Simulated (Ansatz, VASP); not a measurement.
# Cross-check of GaSb between VASP and Ansatz

Aim: how closely do two programs agree when they are given the same cell, functional and k mesh? The cell is taken from a series of VASP runs on this material, whose earlier steps may have relaxed, scaled or displaced it; both programs get it as it stands.

Calculated with Ansatz 0.2.0; plane waves, with VASP 6.6.1 beside it; relaxation of cell and atoms at r2SCAN.

### 1. Starting point

It takes space group F-43m (No. 216, cubic). The conventional cell has a = 6.136 Å, b = 6.136 Å, c = 6.136 Å, α = 90.00°, β = 90.00°, γ = 90.00°. Sb has 4 Ga at 2.66 Å nearest. Nearest to Ga lie 4 Sb at 2.66 Å. Farther neighbours are not listed.

### 2. VASP: relaxation of cell and atoms, r2SCAN

The relaxed volume is the usual yardstick between codes: its relative difference is about their pressure difference at one cell divided by the bulk modulus.

Lines of VASP's logs that name or quote its potential files are left out, and so is its time.

Input file INCAR:

```
SYSTEM = GaSb
PREC = Accurate
ENCUT = 500
EDIFF = 1E-07
NELM = 100
ISMEAR = 0
SIGMA = 0.05
LREAL = .FALSE.
ALGO = Normal
METAGGA = R2SCAN
LASPH = .TRUE.
NBANDS = 15
LORBIT = 11
LWAVE = .FALSE.
LCHARG = .FALSE.
KPAR = 4
IBRION = 2
NSW = 50
ISIF = 3
EDIFFG = -0.002
```

Input file POSCAR:

```
GaSb
1.0
    0.0000000000      3.0681010066      3.0681010066
    3.0681010066      0.0000000000      3.0681010066
    3.0681010066      3.0681010066      0.0000000000
Sb Ga
1 1
Direct
    0.7500000000      0.7500000000      0.7500000000
    0.0000000000      0.0000000000      0.0000000000
```

Input file KPOINTS:

```
Automatic mesh
0
Gamma
10 10 10
0 0 0
```

PAW data sets: Sb and Ga_d (PBE family, release 64).

The run is started by

```bash
mpirun -np 4 vasp_std
```

Numbers of over 12 decimals in the logs are rounded to 6 here.

What it wrote:

```text
[banner, memory and clock lines left out]
running    4 mpi-ranks, on    1 nodes
 distrk:  each k-point on    1 cores,    4 groups
 distr:  one band on    1 cores,    1 groups

 POSCAR found type information on POSCAR SbGa
 POSCAR found :  2 types and       2 ions
|                                                                             |
|               ----> ADVICE to this user running VASP <----                  |
|                                                                             |
|     You enforced a specific xc type in the INCAR file but a different       |
|     [... a line on the potential file left out ...]
|     I HOPE YOU KNOW WHAT YOU ARE DOING!                                     |
|                                                                             |

 LDA part: xc-table for (None), standard interpolation
 POSCAR, INCAR and KPOINTS ok, starting setup
 FFT: planning ... GRIDC
 FFT: planning ... GRID_SOFT
 FFT: planning ... GRID
 WAVECAR not read
 entering main loop
       N       E                     dE             d eps       ncg     rms          rms(c)
DAV:   1     0.510480947706E+02    0.51048E+02   -0.87274E+03  1426   0.147E+03
DAV:   2    -0.329136105271E+02   -0.83962E+02   -0.80948E+02  1613   0.312E+02
DAV:   3    -0.393192382539E+02   -0.64056E+01   -0.63896E+01  1704   0.699E+01
DAV:   4    -0.394365456116E+02   -0.11731E+00   -0.11729E+00  1677   0.105E+01
DAV:   5    -0.394393252774E+02   -0.27797E-02   -0.27796E-02  1849   0.147E+00    0.288E+00
DAV:   6    -0.376040406519E+02    0.18353E+01   -0.33729E-01  1571   0.906E+00    0.199E+00
DAV:   7    -0.376044111684E+02   -0.37052E-03   -0.75359E-02  1634   0.321E+00    0.538E-01
DAV:   8    -0.376053610241E+02   -0.94986E-03   -0.62145E-03  1796   0.100E+00    0.175E-01
DAV:   9    -0.376051574803E+02    0.20354E-03   -0.57365E-03  1760   0.125E+00    0.632E-02
DAV:  10    -0.376049574469E+02    0.20003E-03   -0.51447E-04  1844   0.385E-01    0.269E-02
DAV:  11    -0.376049364644E+02    0.20982E-04   -0.11391E-04  1886   0.178E-01    0.715E-03
DAV:  12    -0.376049371719E+02   -0.70748E-06   -0.15476E-05  1711   0.581E-02    0.680E-03
DAV:  13    -0.376049334797E+02    0.36922E-05   -0.80915E-06  1851   0.536E-02    0.787E-04
DAV:  14    -0.376049337257E+02   -0.24604E-06   -0.47648E-07  1810   0.694E-03    0.394E-04
DAV:  15    -0.376049340873E+02   -0.36158E-06   -0.38456E-08  1034   0.319E-03    0.252E-04
DAV:  16    -0.376049341035E+02   -0.16174E-07   -0.21464E-08   936   0.265E-03
   1 F= -.37604934E+02 E0= -.37604934E+02  d E =-.376049E+02
 curvature:   0.00 expect dE= 0.000E+00 dE for cont linesearch  0.000E+00
 trial: gam= 0.00000 g(F)=  0.572E-46 g(S)=  0.177E-06 ort = 0.000E+00 (trialstep = 0.100E+01)
 search vector abs. value=  0.177E-06
 reached required accuracy - stopping structural energy minimisation
```

Parts of OUTCAR (step 2):

```text
ion  position               nearest neighbor table
   1  0.750  0.750  0.750-   2 2.66   2 2.66   2 2.66   2 2.66
   2  0.000  0.000  0.000-   1 2.66   1 2.66   1 2.66   1 2.66

  LATTYP: Found a face centered cubic cell.
 ALAT       =     6.1362020132

 Subroutine GETGRP returns: Found 24 space group operations
 (whereof 24 operations were pure point group operations)

The static configuration has the point symmetry T_d .

 Found     47 irreducible k-points:

   k-points           NKPTS =     47   k-points in BZ     NKDIM =     47   number of bands    NBANDS=     15

   dimension x,y,z NGX =    32 NGY =   32 NGZ =   32
   dimension x,y,z NGXF=    64 NGYF=   64 NGZF=   64

   ENCUT  =  500.0 eV  36.75 Ry    6.06 a.u.   7.91  7.91  7.91*2*pi/ulx,y,z

   NELECT =      18.0000    total number of electrons

 k-points in reciprocal lattice and weights: Automatic mesh
   0.00000000  0.00000000  0.00000000       0.001
   0.10000000  0.00000000  0.00000000       0.008
   0.20000000  0.00000000  0.00000000       0.008
   0.30000000  0.00000000  0.00000000       0.008
   0.40000000  0.00000000  0.00000000       0.008
   0.50000000  0.00000000  0.00000000       0.004
   0.10000000  0.10000000  0.00000000       0.006
   0.20000000  0.10000000  0.00000000       0.024
   0.30000000  0.10000000  0.00000000       0.024
[...]
-0.30000000  0.40000000  0.20000000       0.024
  -0.30000000  0.50000000  0.20000000       0.012

 average (electrostatic) potential at core
       1 -92.8638       2 -70.6191

 E-fermi :   4.7875

 k-point     1 :       0.0000    0.0000    0.0000
  band No.  band energies     occupation
    ...
      5     -10.8303      2.00000
      6      -7.2750      2.00000
      7       4.5929      2.00000
      8       4.5930      2.00000
      9       4.5930      2.00000
     10       4.9749      0.00000
     11       7.5767      0.00000
     12       7.5768      0.00000
     13       7.5768      0.00000
     14      10.9347      0.00000
    ...

 k-point     2 :       0.1000    0.0000    0.0000
  band No.  band energies     occupation
    ...
      5     -10.8304      2.00000
      6      -7.1676      2.00000
      7       3.0668      2.00000
      8       4.4163      2.00000
      9       4.4164      2.00000
     10       5.8241      0.00000
     11       7.8206      0.00000
     12       7.8207      0.00000
     13       8.0234      0.00000
     14      11.4922      0.00000
    ...

 k-point     3 :       0.2000    0.0000    0.0000
  band No.  band energies     occupation
    ...
      5     -10.8306      2.00000
      6      -6.8550      2.00000
      7       1.3224      2.00000
      8       4.0503      2.00000
      9       4.0503      2.00000
     10       5.7965      0.00000
     11       8.2946      0.00000
     12       8.2947      0.00000
     13       9.3866      0.00000
     14      12.3405      0.00000
    ...

  Total       -0.0015637     -0.0015637     -0.0015637     -0.0000000      0.0000000      0.0000000
  in kB       -0.0433734     -0.0433734     -0.0433734     -0.0000000      0.0000000      0.0000000
  external PRESSURE =      -0.0433734 kB  Pullay stress =       0.0000000 kB

  energy-cutoff  :      500.00
  volume of cell :       57.76
      direct lattice vectors                 reciprocal lattice vectors
     0.000000000  3.068101007  3.068101007    -0.162967255  0.162967255  0.162967255
     3.068101007  0.000000000  3.068101007     0.162967255 -0.162967255  0.162967255
     3.068101007  3.068101007  0.000000000     0.162967255  0.162967255 -0.162967255

 POSITION                                       TOTAL-FORCE (eV/Angst)
 -----------------------------------------------------------------------------------
      4.60215      4.60215      4.60215         0.000000     -0.000000      0.000000
      0.00000      0.00000      0.00000        -0.000000      0.000000     -0.000000
 -----------------------------------------------------------------------------------
    total drift:                                0.000002      0.000002      0.000002

  FREE ENERGIE OF THE ION-ELECTRON SYSTEM (eV)
  ---------------------------------------------------
  free  energy   TOTEN  =       -37.6049341035 eV

  energy  without entropy=      -37.6049341035  energy(sigma->0) =      -37.60493410

 reached required accuracy - stopping structural energy minimisation

 total charge
# of ion       s       p       d       tot
------------------------------------------
    1        1.106   1.352   0.028   2.486
    2        0.875   0.760   9.964  11.599
--------------------------------------------------
tot          1.980   2.112   9.992  14.085

[... 3 further parts left out ...]
```

The run keeps the 24 symmetry operations of its start, so it cannot find a distortion of lower symmetry.

### 3. Ansatz: relaxation of cell and atoms, r2SCAN

Ansatz runs on its default PAW (the set named soft_2) files.

The same cell, functional, mesh and smearing now go to Ansatz, which takes its cutoff from its data sets.

Input file input.yaml:

```yaml
crystal:
  lattice:
    - [0.0, 3.0681010066, 3.0681010066]
    - [3.0681010066, 0.0, 3.0681010066]
    - [3.0681010066, 3.0681010066, 0.0]
  atoms:
    - { symbol: Sb, position: [0.75, 0.75, 0.75] }
    - { symbol: Ga, position: [0.0, 0.0, 0.0] }
hamiltonian:
  xc: r2scan
  pseudopotentials: { kind: paw }
kpoints:
  mp_grid: { grid: [10, 10, 10] }
scf:
  occupations: { method: gaussian, width: 0.05 }
relax:
  f_tol: 0.01
  max_steps: 60
  cell: { stress_tol: 0.05 }
output:
  forces: true
  stress: true
```

The run is started by

```bash
ansatz run input.yaml --threads 4 --pin off --max-ram 9216MiB --backend cpu --events-out ev --progress --plain --runs-dir out
```

What it wrote:

```text
Engine: ansatz 0.2.0, aarch64-unknown-linux-gnu
Pseudopotentials: kind: paw
Pseudopotential: Sb, paw, valence charge 15, recommended cutoff 500 eV (meta_gga), Sb.paw.azcp
Pseudopotential: Ga, paw, valence charge 13, recommended cutoff 500 eV (meta_gga), Ga.paw.azcp
Functional definition: r2SCAN
  parameter k0 = 0.174
  parameter k1 = 0.065
  parameter a1 = 4.9479
  exchange = r2scan_x(k0 = k0, k1 = k1, a1 = a1)
  correlation = r2scan_c
Crystal: 2 atoms, lattice volume = 57.762 Å³
Basis set: ecut = 500 eV, 1459 PW (Γ), exchange–correlation on 128×128×128 points (64 copies of the dense FFT grid, shifted against one another)
Bands: 18, of which v1, the nominal top of the filled ones, is band 14 counted from 1 (13 counted from 0)
Symmetry: 24 space group operations
Space group: F-43m (ITA 216), of the structure as read, at distance tolerance 3.9e-5 Å
k-points: 47 of 1000 (time reversal used)
Non-local potential: Sb, projectors of the file, l = 0: 2, l = 1: 2, l = 2: 2, l = 3: 2
Non-local potential: Ga, projectors of the file, l = 0: 2, l = 1: 2, l = 2: 3, l = 3: 1
PAW form: soft (Blöchl's): semilocal exchange-correlation on the pseudo side does not see the compensation charge
PAW frozen core: Sb, regenerated for the run's functional (the file was generated under x = pbe(κ = 0.804, μ = 0.219515), c = pbe(β = 0.066725))
PAW frozen core: Ga, regenerated for the run's functional (the file was generated under x = pbe(κ = 0.804, μ = 0.219515), c = pbe(β = 0.066725))
PAW one-centre angular grid: Sb, 590 points (default); XC on 160 Gauss nodes
PAW one-centre angular grid: Ga, 590 points (default); XC on 160 Gauss nodes
Initial density: superposition of atomic densities (neutral atoms: chi_scale 0, normalization atom), corrected by the library's trained network
Initial wavefunctions: pseudopotential atomic-orbital guess
Functional: x = r2scan, c = r2scan; τ floored in thin density (d = 2e-4 eV/Å³)
SCF iter   1: F=—  HF=-10289.857555 eV  |F-HF|=—  |Δ(HF+E_count)|=         —  Δρ=7.62e-3  dr2=1.47e-2  dr2_τ=3.11e-3  ethr=1.77e-3  ⟨swp⟩=6.1  Hψ=4460  notcnv=0
preconditioner: auto → none  [insulator: Δε(μ)=0.324 eV  Ē_g=15.348 eV  σ=0.050 eV  W_gap=1.00  n_scr=14 (ndim 8)  ℏωp=20.7 eV  f_vac=0.096  D(μ)=0.00/eV (n_scr^D=0)  ε∞_Penn≈2.8]
SCF iter   2: F=—  HF=-10289.865133 eV  |F-HF|=—  |Δ(HF+E_count)|=   7.58e-3  Δρ=1.99e-3  dr2=1.97e-3  dr2_τ=3.82e-5  ethr=5.24e-5  ⟨swp⟩=2.0  Hψ=1836  notcnv=0
SCF iter   3: F=—  HF=-10289.864467 eV  |F-HF|=—  |Δ(HF+E_count)|=   6.66e-4  Δρ=1.60e-3  dr2=4.94e-4  dr2_τ=7.00e-6  ethr=7.03e-6  ⟨swp⟩=2.0  Hψ=1280  notcnv=0
SCF iter   4: F=—  HF=-10289.864688 eV  |F-HF|=—  |Δ(HF+E_count)|=   2.21e-4  Δρ=2.69e-4  dr2=1.50e-5  dr2_τ=5.55e-7  ethr=1.76e-6  ⟨swp⟩=2.7  Hψ=1041  notcnv=0
SCF iter   5: F=—  HF=-10289.864686 eV  |F-HF|=—  |Δ(HF+E_count)|=   1.75e-6  Δρ=2.67e-5  dr2=5.52e-7  dr2_τ=5.18e-9  ethr=5.36e-8  ⟨swp⟩=2.9  Hψ=1468  notcnv=0
SCF iter   6: F=-10289.864686 eV  HF=-10289.864686 eV  |F-HF|=4.11e-9  |Δ(HF+E_count)|=   1.06e-7  Δρ=6.91e-6  dr2=1.63e-8  dr2_τ=4.24e-10  ethr=3.57e-10  ⟨swp⟩=5.0  Hψ=3047  notcnv=0
SCF 1 converged in 6 iterations: F = -10289.864686 eV  dr2 = 1.63e-8
  greatest PAW one-centre occupation: 0.993 electrons in one spin orbital (limit 2), on the Ga atom at site 1 (counted from 0), in its partial waves of l = 2
relax step   1: F+E_penalty+E_count = -10289.86468622 eV  Δ(F+E_penalty+E_count) = +0.000e0 eV  max|allowed force component| = 1.573e-16 eV/Å  Δτ_max = 0.0000 Å  P = -0.102 GPa  Ω = 57.762 Å³  (6 SCF iters, dr2 threshold 1.00e-7 eV, accepted)
[...]
relax step   2: F+E_penalty+E_count = -10289.86474459 eV  Δ(F+E_penalty+E_count) = -5.837e-5 eV  max|allowed force component| = 3.701e-17 eV/Å  Δτ_max = 0.0000 Å  P = +0.043 GPa  Ω = 57.605 Å³  energy of the carried Pulay correction = +2.921e-5 eV  (4 SCF iters, dr2 threshold 2.62e-8 eV, accepted)
[...]
relax step   3: F+E_penalty+E_count = -10289.86470966 eV  Δ(F+E_penalty+E_count) = +3.493e-5 eV  max|allowed force component| = 1.850e-17 eV/Å  Δτ_max = 0.0000 Å  P = +0.043 GPa  Ω = 57.605 Å³  stress off target by 4.26e-2 GPa  SCF on the basis re-selected at this cell (its energy is not comparable with the rows above)  (5 SCF iters)
basis re-selected at this cell: Δ(F+E_penalty+E_count) = +3.493e-5 eV, ΔP = -0.000 GPa vs the last step (what re-selecting the basis moved, of the pressure what is left beyond the Pulay correction that the steps carried, after the strain that the cell walked since its last selection, with what the two solves' SCF thresholds leave and, on support functions, any second-order correction that the steps lacked; it is no m [...]
SCF converged after 5 iterations
Free energy (F): -10289.864710 eV
Harris-Foulkes:  -10289.864710 eV  (|F-HF|=1.82e-12)
Internal energy: -10289.864710 eV  (E = F + TS)
E sigma→0 (E₀):  -10289.864710 eV
Fermi energy:    7.650953 eV
--- Per-component energies (eV) ---
  E_band       = -281.543368
  E_kinetic    = 321.389202
  E_local      = -3925.188178  (includes V_loc(G=0)·N_el)
  E_nonlocal   = 790.220587
  E_hartree    = 1808.374305
  E_xc         = -189.241392
  E_vxc        = -161.645734  (∫ρ·V_xc dr)
  E_paw        = -6606.495914  (= ΣΔE_a)
  E_vpaw       = -933.132218  (= ΣTr[D̂ρ^β])
  E_aug_tail   = -0.000045  (compensation charges beyond the density's cutoff)
  E_vtau       = 10.064280  (kinetic-family band-sum trace: ∫τ·v_τ [+ j·A + Jᵃ·Aᵃ] dr)
  E_ewald      = -2488.776242
  E_core_change = -0.147033  (= ΣΔE_core)
  E_smearing   = -0.000000  (= −TS)
  E_closure    = -0.000000  (closes the sum)
  Σ components = -10289.864710   (vs F -10289.864710, Δ=0.00e0)
--- Forces (eV/Å), atoms counted from 1 ---
  atom   1  Sb     0.00000000     0.00000000    -0.00000000
  atom   2  Ga     0.00000000    -0.00000000     0.00000000
  max |Σ_I F_I| component: 1.85e-17 eV/Å
--- Stress (GPa, compression-positive) ---
        0.042620      -0.000000      -0.000000
       -0.000000       0.042620       0.000000
       -0.000000       0.000000       0.042620
  P = ⅓ Tr σ = 0.0426 GPa (0.426 kbar)
--- Relaxed structure (2 steps of the walk, 2 accepted, 1 SCFs on fresh bases) ---
  F+E_penalty+E_count = -10289.86470966 eV   max|allowed force component| = 1.850e-17 eV/Å   (the final SCF, on the basis selected at the relaxed cell)
  cell:  # Å, volume = 57.6047 Å³
    - [0, 3.065321, 3.065321]
    - [3.065321, 0, 3.065321]
    - [3.065321, 3.065321, 0]
  atoms:
    - { symbol: Sb, position: [0.750000, 0.750000, 0.750000] }
    - { symbol: Ga, position: [0, 0, 0] }
```

Run time: 7.2 s. Hardware: 4 threads of Arm Neoverse V2, shared host; peak memory 0.55 GiB.

### 4. Side by side

Known differences besides the potentials themselves: VASP keeps PBE cores, Ansatz makes them for the functional; both relaxations stop at a tolerance, which leaves soft axes loose, and VASP keeps its plane-wave basis; the data sets hold 28 valence electrons in Ansatz (default PAW (the set named soft_2) files) and 18 in VASP; Ansatz adds a Pulay correction to the stress that steers its cell, VASP none. Total energies have different zeros and are not compared.

The two programs side by side:

```csv
quantity,Ansatz,VASP,difference
volume (Å³),57.60,57.76,-0.27 %
"edge a after relaxation, in the typed setting (Å)",4.335,4.339,-0.09 %
```

The walks stopped with 0.04 GPa left in Ansatz and 0.00 GPa in VASP; each walk ends within a tolerance, so the volume difference is uncertain by about these residues over the bulk modulus, most in soft cells.

### 5. What came out

```
difference in volume (relaxation of cell and atoms, r2SCAN) : -0.27 %
```

What this shows: The difference in volume is -0.27 % (relaxation of cell and atoms, r2SCAN), within the 1.2 % picked in this series as the mark of a large difference, as far as the stopping tolerances let one tell. How closely two codes agree says nothing of how well the functional describes the real material.

[Lines on the potential files, build, host, timing and source positions are cut from VASP's logs without a mark.]

[Logs are printed without paths, hosts, clocks, repeated set-up lines and the standing remarks that a program may print on its own settings, such as how far it seeks lower states.]

[Hosts, paths, dates, database ids (printed as entryN), source tags and the programs' standing remarks are cut or masked in the printed files.]
